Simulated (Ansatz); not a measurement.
Wanted: the native input for an Ansatz 0.2.0 run.

| Property | Result |
| --- | --- |
| Task | single point |
| Functional | PBE |
| Potentials or basis | all-electron LAPW, scalar-relativistic |
| Cutoff | 324 eV (chosen from the basis error) |
| Basis error allowed | 0.001 eV/atom |
| k mesh | 10 × 10 × 10 |
| Occupations | fermi-dirac, width 0.05 eV |
| Spin | collinear spin, ferromagnetic start |
| Starting moments | [4.0, 0.0] μB |

MnO:

```
Mn O
1.0
     0.00000    2.22391    2.22391
     2.22391    0.00000    2.22391
     2.22391    2.22391    0.00000
Mn O
1 1
Direct
  0.00000 0.00000 0.00000
  0.50000 0.50000 0.50000
```

The cell is a database's computed one.

One way to write it, as run:

input.yaml

```yaml
crystal:
  lattice:
    - [0.0, 2.2239077028, 2.2239077028]
    - [2.2239077028, 0.0, 2.2239077028]
    - [2.2239077028, 2.2239077028, 0.0]
  atoms:
    - { symbol: Mn, position: [0.0, 0.0, 0.0], spin: 4.0 }
    - { symbol: O, position: [0.5, 0.5, 0.5] }
kpoints:
  mp_grid: { grid: [10, 10, 10] }
scf:
  occupations: { method: fermi_dirac, width: 0.05 }
hamiltonian:
  xc: pbe
  pseudopotentials: { kind: all_electron, lapw: { basis_error: 0.001 } }
magnetization:
  spin_polarized: true
output:
  forces: true
  stress: true
  eigenvalues: true
  populations: true
```

Potentials or basis: all-electron LAPW, scalar-relativistic.

Run with:

```bash
$ ansatz run input.yaml --threads 2 --pin off --max-ram 6144MiB --backend cpu --events-out ev --progress --plain --runs-dir out
```

It gave:

| Quantity | Value |
| --- | --- |
| Pressure | 0.1 GPa |
| Band gap on the k mesh | none (metal or under the smearing width) |
| Net moment | 4.79 μB per cell |
| Absolute moment | 4.79 μB per cell |
| Site moments | Mn +4.34; O +0.24 μB |
| Loewdin charges | Mn +1.16; O -1.04 e |

Caveat: the atomic charges don't sum to the cell's charge; a cell with one magnetic atom can't hold antiferromagnetic order, which such compounds often take; semilocal functionals often make such compounds metallic where correlation or magnetic order opens a gap, which also shifts bond lengths.

It took 16 s on 2 threads of AMD EPYC 7R43 64-Core Processor (Zen 3), on a shared host, peak memory 0.44 GiB.
